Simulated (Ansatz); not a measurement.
# GaAs (F-43m) in Ansatz: further runs, part 2 of 2

Ansatz 0.2.0. Earlier steps stand in the parts before.

## 5. Single point, PBE

input.yaml reads:

```yaml
crystal:
  lattice:
    - [0.0, 2.82685, 2.82685]
    - [2.82685, 0.0, 2.82685]
    - [2.82685, 2.82685, 0.0]
  atoms:
    - { symbol: As, position: [0.75, 0.75, 0.75] }
    - { symbol: Ga, position: [0.0, 0.0, 0.0] }
kpoints:
  mp_grid: { grid: [8, 8, 8] }
scf:
  occupations: { method: gaussian, width: 0.027 }
hamiltonian:
  xc: pbe
  pseudopotentials: { kind: all_electron, lapw: { basis_error: 0.001 } }
output:
  forces: true
  stress: true
  eigenvalues: true
```

Potentials or basis: all-electron LAPW, scalar-relativistic.

On the command line:

```console
$ ansatz run input.yaml --threads 1 --pin off --max-ram 3072MiB --backend cpu --events-out ev --progress --plain --runs-dir out
```

Output:

```text
Warning: RAYON_NUM_THREADS=1 ignored (pool sized by the plan → 1); use --threads N
LAPW: plane waves up to 9.105 Å⁻¹, error target 1.0e-3 eV per atom; small_component_spin mean_spin; Ga in spheres of 1.234 Å, 21 of its electrons in bands, Dirac shells []; As in spheres of 1.214 Å, 23 of its electrons in bands, Dirac shells [] (how accurate: hamiltonian.pseudopotentials.lapw.basis_error, Limitations)
Engine: ansatz 0.2.0, aarch64-unknown-linux-gnu
Pseudopotentials: kind: all_electron
Pseudopotential: As, LAPW, valence charge 23, lapw/all_electron/scalar/gaussian/As, Koelling and Harmon's equation, gaussian nucleus
Pseudopotential: Ga, LAPW, valence charge 21, lapw/all_electron/scalar/gaussian/Ga, Koelling and Harmon's equation, gaussian nucleus
Functional definition: PBE
  parameter kappa = 0.804
  parameter beta = 0.06672455060314922
  exchange = pbe_x(kappa = kappa, mu = beta*pi^2/3)
  correlation = pbe_c(beta = beta)
Crystal: 2 atoms, lattice volume = 45.179 Å³
Basis set: ecut = 315.88135834842035 eV, 561 PW (Γ), exchange–correlation at level 2
Bands: 27, of which v1, the nominal top of the filled ones, is band 22 counted from 1 (21 counted from 0)
Symmetry: 24 space group operations
Space group: F-43m (ITA 216), of the structure as read, at distance tolerance 3.6e-5 Å
k-points: 29 of 512 (time reversal used)
Non-local potential: As, projectors of the file, none
Non-local potential: Ga, projectors of the file, none
Initial density: superposition of atomic densities (chi_scale 0.1, normalization cell, long waves kept (reshape's long-wave potential 0.00 eV rms))
Initial wavefunctions: plane waves of lowest kinetic energy (no species holds an atomic orbital)
Functional: x = pbe(κ = 0.804, μ = 0.2195149727645171), c = pbe(β = 0.06672455060314922)
iter 1 solved again at ethr=1.31e-3 eV; its pass at ethr=1.00e-1 eV (dr2=5.78e-1 eV) is discarded
SCF iter   1: F=—  HF=-114424.608832 eV  |F-HF|=—  |Δ(HF+E_count)|=         —  Δρ=3.06e-2  dr2=5.79e-1  ethr=1.31e-3  ⟨swp⟩=2.0  Hψ=4834  notcnv=0
preconditioner: auto → none  [insulator: Δε(μ)=0.701 eV  Ē_g=15.932 eV  σ=0.027 eV  W_gap=1.00  n_scr=14 (ndim 8)  ℏωp=23.4 eV  f_vac=0.115  D(μ)=0.00/eV (n_scr^D=0)  ε∞_Penn≈3.2]
SCF iter   2: F=—  HF=-114424.467414 eV  |F-HF|=—  |Δ(HF+E_count)|=   1.41e-1  Δρ=1.22e-2  dr2=6.40e-2  ethr=1.31e-3  ⟨swp⟩=2.4  Hψ=2336  notcnv=0
SCF iter   3: F=—  HF=-114424.454464 eV  |F-HF|=—  |Δ(HF+E_count)|=   1.30e-2  Δρ=5.46e-3  dr2=1.27e-2  ethr=1.45e-4  ⟨swp⟩=2.0  Hψ=2320  notcnv=0
iter 4 solved again at ethr=1.04e-6 eV; its pass at ethr=2.89e-5 eV (dr2=4.59e-4 eV) is discarded
SCF iter   4: F=—  HF=-114424.450830 eV  |F-HF|=—  |Δ(HF+E_count)|=         —  Δρ=1.07e-3  dr2=4.58e-4  ethr=1.04e-6  ⟨swp⟩=2.0  Hψ=3914  notcnv=0
the basis was enlarged: its passes take 130.7 KiB over the memory plan, 1 of 1 planned eigensolver slots
SCF iter   5: F=—  HF=-114424.450759 eV  |F-HF|=—  |Δ(HF+E_count)|=   7.13e-5  Δρ=2.15e-4  dr2=1.24e-5  ethr=1.04e-6  ⟨swp⟩=2.7  Hψ=2204  notcnv=0
SCF iter   6: F=—  HF=-114424.450777 eV  |F-HF|=—  |Δ(HF+E_count)|=   1.81e-5  Δρ=8.34e-5  dr2=2.35e-6  ethr=2.81e-8  ⟨swp⟩=3.0  Hψ=2277  notcnv=0
SCF iter   7: F=-114424.450782 eV  HF=-114424.450782 eV  |F-HF|=1.80e-7  |Δ(HF+E_count)|=   5.39e-6  Δρ=1.40e-5  dr2=7.42e-8  ethr=5.33e-9  ⟨swp⟩=3.0  Hψ=2291  notcnv=0
SCF 1 converged in 7 iterations: F = -114424.450782 eV  dr2 = 7.42e-8
SCF converged after 7 iterations
Free energy (F): -114424.450782 eV
Harris-Foulkes:  -114424.450782 eV  (|F-HF|=1.80e-7)
Internal energy: -114424.450782 eV  (E = F + TS)
E sigma→0 (E₀):  -114424.450782 eV
Fermi energy:    9.614579 eV
--- Per-component energies (eV) ---
  E_band       = -2120.887005
  E_kinetic    = 116839.767200
  E_xc         = -4342.503904
  E_electrostatic = -226921.714079  (all electrons and nuclei)
  E_smearing   = -0.000000  (= −TS)
  E_closure    = 0.000000  (closes the sum)
  E_atoms      = -114416.203472  (free atoms, spherical and without spin; not in F)
  Σ components = -114424.450782   (vs F -114424.450782, Δ=0.00e0)
  Basis errors (estimates in eV, not in F): energy 4.3e-4 per atom: plane waves 4.0e-4 (2.3e-4 summed), levels above the bands 0.0e0, relativity 3.2e-8, radial functions 3.4e-5, core shells 6.7e-11; eigenvalues (radial functions only) 8.7e-7; not estimated: angular momenta, meshes, grids; target (lapw.basis_error) 1.0e-3; muffin-tin radii Ga 1.234 Å, As 1.214 Å
--- Forces (eV/Å), atoms counted from 1 ---
  atom   1  As    -0.00000000     0.00000000     0.00000000
  atom   2  Ga     0.00000000    -0.00000000    -0.00000000
  max |Σ_I F_I| component: 1.50e-17 eV/Å
--- Stress (GPa, compression-positive) ---
        3.272480       0.000000      -0.000000
        0.000000       3.272480       0.000000
       -0.000000       0.000000       3.272480
  P = ⅓ Tr σ = 3.2725 GPa (32.725 kbar)
--- Band table (eV; the first three rows and the last of 29) ---
  k-point 0: bands = ["-175.3707", "-134.2563", "-118.7428", "-118.7428", "-118.7428", "-84.9878", "-84.9878", "-84.9878", "-25.7912", "-25.7912", "-25.7912", "-25.7817", "-25.7817", "-5.4244", "-5.4244", "-5.4244", "-5.3461", "-5.3461", "-3.3727", "9.3535", "9.3535", "9.3535", "9.8741", "13.0941", "13.0941", "13.0941", "16.9517"]
  k-point 1: bands = ["-175.3707", "-134.2563", "-118.7428", "-118.7428", "-118.7428", "-84.9878", "-84.9878", "-84.9878", "-25.7912", "-25.7911", "-25.7911", "-25.7817", "-25.7817", "-5.4383", "-5.4209", "-5.4209", "-5.3463", "-5.3463", "-3.1900", "7.3933", "9.1180", "9.1180", "10.9489", "13.4416", "13.4416", "13.5537", "17.8885"]
  k-point 2: bands = ["-175.3707", "-134.2563", "-118.7428", "-118.7428", "-118.7428", "-84.9878", "-84.9878", "-84.9878", "-25.7911", "-25.7908", "-25.7908", "-25.7816", "-25.7816", "-5.4684", "-5.4131", "-5.4131", "-5.3458", "-5.3458", "-2.6801", "5.2199", "8.6767", "8.6767", "10.8095", "13.9596", "13.9596", "15.3121", "18.3276"]
  k-point 28: bands = ["-175.3707", "-134.2563", "-118.7428", "-118.7428", "-118.7428", "-84.9878", "-84.9878", "-84.9878", "-25.7910", "-25.7906", "-25.7894", "-25.7818", "-25.7811", "-5.5248", "-5.3928", "-5.3802", "-5.3566", "-5.3424", "-0.8149", "2.7310", "5.8236", "6.0165", "13.9795", "14.0777", "14.7720", "15.4036", "20.4307"]
```

It took 14 s on 1 thread of Arm Neoverse V2, shared host; peak memory 0.29 GiB.

Results:

```
Free energy            : -114424.4508 eV
Pressure               : 3.3 GPa
Band gap on the k mesh : 0.52 eV, direct
```

Levels at points of the mesh, in eV from the valence-band top:
| k point | band 18 | band 19 | band 20 | band 21 | band 22 | band 23 | band 24 | band 25 | band 26 | band 27 |
| --- | --- | --- | --- | --- | --- | --- | --- | --- | --- | --- |
| (0.00, 0.00, 0.00) | -14.70 | -12.73 | 0.00 | 0.00 | 0.00 | 0.52 | 3.74 | 3.74 | 3.74 | 7.60 |
| (0.00, 0.00, -0.50) | -14.70 | -10.96 | -6.63 | -1.14 | -1.14 | 1.01 | 4.65 | 4.65 | 7.76 | 10.41 |
| (0.00, -0.50, -0.50) | -14.69 | -10.23 | -6.81 | -2.67 | -2.67 | 1.47 | 1.66 | 10.18 | 10.18 | 10.98 |

## 6. Single point, PBE

Changes to input.yaml since step 5:

```diff
@@ -11,3 +11,3 @@
 scf:
-  occupations: { method: gaussian, width: 0.027 }
+  occupations: { method: gaussian, width: 0.017 }
 hamiltonian:
```

Potentials or basis: all-electron LAPW, scalar-relativistic.

On the command line:

```console
$ ansatz run input.yaml --threads 1 --pin off --max-ram 3072MiB --backend cpu --events-out ev --progress --plain --runs-dir out
```

Run time: 14 s. Hardware: 1 thread of Arm Neoverse V2, shared host; peak memory 0.29 GiB.

The run converged. Its results:

* Free energy: -114424.4508 eV
* Pressure: 3.3 GPa
* Band gap on the k mesh: 0.52 eV, direct

Levels at points of the mesh, in eV from the valence-band top:
| k point | band 18 | band 19 | band 20 | band 21 | band 22 | band 23 | band 24 | band 25 | band 26 | band 27 |
| --- | --- | --- | --- | --- | --- | --- | --- | --- | --- | --- |
| (0.00, 0.00, 0.00) | -14.70 | -12.73 | 0.00 | 0.00 | 0.00 | 0.52 | 3.74 | 3.74 | 3.74 | 7.60 |
| (0.00, 0.00, -0.50) | -14.70 | -10.96 | -6.63 | -1.14 | -1.14 | 1.01 | 4.65 | 4.65 | 7.76 | 10.41 |
| (0.00, -0.50, -0.50) | -14.69 | -10.23 | -6.81 | -2.67 | -2.67 | 1.47 | 1.66 | 10.18 | 10.18 | 10.98 |

## 7. Summary

```csv
k mesh,cutoff (eV),smearing,basis error allowed,gap on the mesh (eV),pressure (GPa)
5 × 5 × 5,277,fermi-dirac 0.04 eV,0.003 eV/atom,0.52,3.3
8 × 8 × 8,316,gaussian 0.013 eV,0.001 eV/atom,0.52,3.3
8 × 8 × 8,316,gaussian 0.014 eV,0.001 eV/atom,0.52,3.3
8 × 8 × 8,316,gaussian 0.027 eV,0.001 eV/atom,0.52,3.3
8 × 8 × 8,316,gaussian 0.017 eV,0.001 eV/atom,0.52,3.3
```

Alike in all rows: task single point; level PBE; potentials or basis all-electron LAPW, scalar-relativistic; no spin polarisation; cell as given.

On the cell as given the gap runs from 0.52 eV (PBE) to 0.52 eV (PBE); the meshes differ, which moves gaps too.

Compare energies only between runs with the same functional and basis.

## 8. Against experiment

Step 2. Measured gap of GaAs: 1.412 eV (direct; 300 K; “Evidence of valence band perturbations in GaAsN/GaAs(001): A combined variable-angle spectroscopic ellipsometry and modulated photoreflectance investigation”, 2008, arxiv:0805.2212). This calculation gives 0.52 eV (-0.90 eV). 3 values of this kind are on record (1.412 to 1.51 eV); this one was drawn at random among those near their median, those with a stated uncertainty first. Spin-orbit coupling on As, Ga is left out. The value is that of PBE, without temperature or zero-point motion. Semilocal functionals fall short of measured gaps as a rule.

Step 3. Against the measured gap of GaAs, 1.418 eV (direct; 300 K; “Evidence of valence band perturbations in GaAsN/GaAs(001): A combined variable-angle spectroscopic ellipsometry and modulated photoreflectance investigation”, 2008, arxiv:0805.2212), the calculated 0.52 eV is off by -0.90 eV. 3 values of this kind are on record (1.412 to 1.51 eV); this one was drawn at random among those near their median, those with a stated uncertainty first. Spin-orbit coupling on As, Ga is left out. The value is that of PBE on a finite k mesh, which can miss the band edges, without temperature or zero-point motion. Semilocal functionals fall short of measured gaps as a rule.

Step 4. A measured gap of GaAs is 1.412 eV (direct; 300 K; “Evidence of valence band perturbations in GaAsN/GaAs(001): A combined variable-angle spectroscopic ellipsometry and modulated photoreflectance investigation”, 2008, arxiv:0805.2212); the calculated 0.52 eV misses it by -0.89 eV. 3 values of this kind are on record (1.412 to 1.51 eV); this one was drawn at random among those near their median, those with a stated uncertainty first. Spin-orbit coupling on As, Ga is left out. The value is that of PBE on a finite k mesh, which can miss the band edges, without temperature or zero-point motion. Semilocal functionals fall short of measured gaps as a rule.

Step 5. Against the measured gap of GaAs, 1.412 eV (direct; 300 K; “Evidence of valence band perturbations in GaAsN/GaAs(001): A combined variable-angle spectroscopic ellipsometry and modulated photoreflectance investigation”, 2008, arxiv:0805.2212), the calculated 0.52 eV is off by -0.89 eV. 3 values of this kind are on record (1.412 to 1.51 eV); this one was drawn at random among those near their median, those with a stated uncertainty first. Spin-orbit coupling on As, Ga is left out. The value is that of PBE on a finite k mesh, which can miss the band edges, without temperature or zero-point motion. Semilocal functionals fall short of measured gaps as a rule.

Step 6. Measured gap of GaAs: 1.412 eV (direct; 300 K; “Evidence of valence band perturbations in GaAsN/GaAs(001): A combined variable-angle spectroscopic ellipsometry and modulated photoreflectance investigation”, 2008, arxiv:0805.2212). This calculation gives 0.52 eV (-0.89 eV). 3 values of this kind are on record (1.412 to 1.51 eV); this one was drawn at random among those near their median, those with a stated uncertainty first. Spin-orbit coupling on As, Ga is left out. The value is that of PBE on a finite k mesh, which can miss the band edges, without temperature or zero-point motion. Semilocal functionals fall short of measured gaps as a rule.
